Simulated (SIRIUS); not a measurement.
Input of a SIRIUS 7.12.0 run:

sirius.json

```json
{
  "control": {
    "processing_unit": "cpu",
    "std_evp_solver_name": "lapack",
    "gen_evp_solver_name": "lapack",
    "verbosity": 2,
    "print_forces": true,
    "ortho_rf": true,
    "use_second_variation": true,
    "rmt_max": 3.0,
    "num_bands_to_print": 24,
    "save_wf": true
  },
  "parameters": {
    "electronic_structure_method": "full_potential_lapwlo",
    "xc_functionals": ["XC_GGA_X_PBE", "XC_GGA_C_PBE"],
    "core_relativity": "dirac",
    "valence_relativity": "iora",
    "num_fv_states": 29,
    "smearing": "fermi_dirac",
    "smearing_width": 0.0018374661,
    "pw_cutoff": 20,
    "gk_cutoff": 3.53,
    "lmax_apw": 10,
    "lmax_rho": 8,
    "lmax_pot": 8,
    "num_mag_dims": 0,
    "auto_rmt": 0,
    "ngridk": [11, 11, 11],
    "shiftk": [0, 0, 0],
    "num_dft_iter": 80,
    "energy_tol": 1e-07,
    "density_tol": 1e-05,
    "use_symmetry": true
  },
  "settings": {"tol_ne": 1e-10},
  "iterative_solver": {"type": "exact"},
  "mixer": {"type": "anderson", "beta": 0.5, "max_history": 8},
  "unit_cell": {
    "lattice_vectors": [
      [-4.8650804796, 4.8650804796, 2.6407271787],
      [4.8650804796, -4.8650804796, 2.6407271787],
      [4.8650804796, 4.8650804796, -2.6407271787]
    ],
    "atom_types": ["Ge"],
    "atom_files": {"Ge": "Ge.json"},
    "atoms": {"Ge": [[0.478934, 0.474351, -0.006719], [0.245043, 0.742521, 0.506913]]}
  }
}
```

File Ge.json:

```json
{
  "name": "germanium",
  "symbol": "Ge",
  "number": 32,
  "mass": 72.64,
  "rmin": 1e-06,
  "rmt": 2.38,
  "nrmt": 800,
  "rinf": 16.93,
  "core": "1s2s2p",
  "valence": [
    {"basis": [{"enu": 0.06, "dme": 0, "n": 0, "auto": 0}, {"enu": 0.06, "dme": 1, "n": 0, "auto": 0}]},
    {"l": 0, "n": 1, "basis": [{"enu": 0.0653, "dme": 0, "n": 0, "auto": 0}]},
    {"l": 1, "n": 2, "basis": [{"enu": 0.16, "dme": 0, "n": 0, "auto": 0}]},
    {"l": 2, "n": 3, "basis": [{"enu": 0.16, "dme": 0, "n": 0, "auto": 0}]},
    {"l": 3, "n": 4, "basis": [{"enu": 0.16, "dme": 0, "n": 0, "auto": 0}]}
  ],
  "lo": [
    {
      "l": 0,
      "basis": [{"enu": 0.0653, "dme": 0, "n": 0, "auto": 0}, {"enu": 0.0653, "dme": 1, "n": 0, "auto": 0}]
    },
    {
      "l": 0,
      "basis": [{"enu": 0.0653, "dme": 1, "n": 0, "auto": 0}, {"enu": 0.0653, "dme": 2, "n": 0, "auto": 0}]
    },
    {
      "l": 0,
      "basis": [{"enu": -5.8405, "dme": 0, "n": 3, "auto": 1}, {"enu": -5.8405, "dme": 1, "n": 3, "auto": 1}]
    },
    {
      "l": 0,
      "basis": [{"enu": 0.0653, "dme": 0, "n": 0, "auto": 0}, {"enu": 2.1838, "dme": 0, "n": 0, "auto": 0}]
    },
    {"l": 1, "basis": [{"enu": 0.16, "dme": 0, "n": 0, "auto": 0}, {"enu": 0.16, "dme": 1, "n": 0, "auto": 0}]},
    {
      "l": 1,
      "basis": [{"enu": -3.9266, "dme": 0, "n": 3, "auto": 1}, {"enu": -3.9266, "dme": 1, "n": 3, "auto": 1}]
    },
    {
      "l": 1,
      "basis": [{"enu": -3.9266, "dme": 1, "n": 3, "auto": 1}, {"enu": 0.16, "dme": 0, "n": 0, "auto": 0}]
    },
    {"l": 1, "basis": [{"enu": 0.16, "dme": 0, "n": 0, "auto": 0}, {"enu": 3.4084, "dme": 0, "n": 0, "auto": 0}]},
    {"l": 2, "basis": [{"enu": 0.16, "dme": 0, "n": 0, "auto": 0}, {"enu": 0.16, "dme": 1, "n": 0, "auto": 0}]},
    {
      "l": 2,
      "basis": [{"enu": -0.7792, "dme": 0, "n": 3, "auto": 1}, {"enu": -0.7792, "dme": 1, "n": 3, "auto": 1}]
    },
    {
      "l": 2,
      "basis": [{"enu": -0.7792, "dme": 1, "n": 3, "auto": 1}, {"enu": 0.16, "dme": 0, "n": 0, "auto": 0}]
    },
    {"l": 2, "basis": [{"enu": 0.16, "dme": 0, "n": 0, "auto": 0}, {"enu": 3.8321, "dme": 0, "n": 0, "auto": 0}]},
    {"l": 3, "basis": [{"enu": 0.16, "dme": 0, "n": 0, "auto": 0}, {"enu": 0.16, "dme": 1, "n": 0, "auto": 0}]},
    {"l": 3, "basis": [{"enu": 0.16, "dme": 0, "n": 0, "auto": 0}, {"enu": 3.2318, "dme": 0, "n": 0, "auto": 0}]}
  ],
  "free_atom": [... radial grid and density of the free atom, the start of the SCF ...]
}
```

Contents of sirius_start.json:

```json
{
  "control": {
    "processing_unit": "cpu",
    "std_evp_solver_name": "lapack",
    "gen_evp_solver_name": "lapack",
    "verbosity": 1,
    "print_forces": false,
    "ortho_rf": true,
    "use_second_variation": true,
    "rmt_max": 3.0,
    "num_bands_to_print": 24,
    "save_wf": false
  },
  "parameters": {
    "electronic_structure_method": "full_potential_lapwlo",
    "xc_functionals": ["XC_LDA_X", "XC_LDA_C_PW"],
    "core_relativity": "dirac",
    "valence_relativity": "iora",
    "num_fv_states": 29,
    "smearing": "fermi_dirac",
    "smearing_width": 0.0055123983,
    "pw_cutoff": 20,
    "gk_cutoff": 2.82,
    "lmax_apw": 10,
    "lmax_rho": 8,
    "lmax_pot": 8,
    "num_mag_dims": 0,
    "auto_rmt": 0,
    "ngridk": [4, 4, 4],
    "shiftk": [0, 0, 0],
    "num_dft_iter": 30,
    "energy_tol": 0.01,
    "density_tol": 0.05,
    "use_symmetry": true
  },
  "settings": {"tol_ne": 1e-10},
  "iterative_solver": {"type": "exact"},
  "mixer": {"type": "anderson", "beta": 0.5, "max_history": 8},
  "unit_cell": {
    "lattice_vectors": [
      [-4.8650804796, 4.8650804796, 2.6407271787],
      [4.8650804796, -4.8650804796, 2.6407271787],
      [4.8650804796, 4.8650804796, -2.6407271787]
    ],
    "atom_types": ["Ge"],
    "atom_files": {"Ge": "Ge.json"},
    "atoms": {"Ge": [[0.478934, 0.474351, -0.006719], [0.245043, 0.742521, 0.506913]]}
  }
}
```

Potentials or basis: all-electron FP-LAPW, apw+lo standard.

Launch:

```console
$ OMP_NUM_THREADS=1 sirius.scf --input=sirius_start.json --output=start.json
$ OMP_NUM_THREADS=1 sirius.scf --input=sirius.json --output=output.json --task=1
```

**Question.** What does it give for the band gap on the k mesh?

**Answer.** None (metal or under the smearing width).

**Question.** Estimate the largest force.

**Answer.** 0.196 eV/Å.

Forces in eV/Å, atoms in the order of the input:
```
Ge   0.164  0.105  0.020
Ge  -0.164 -0.105 -0.020
```
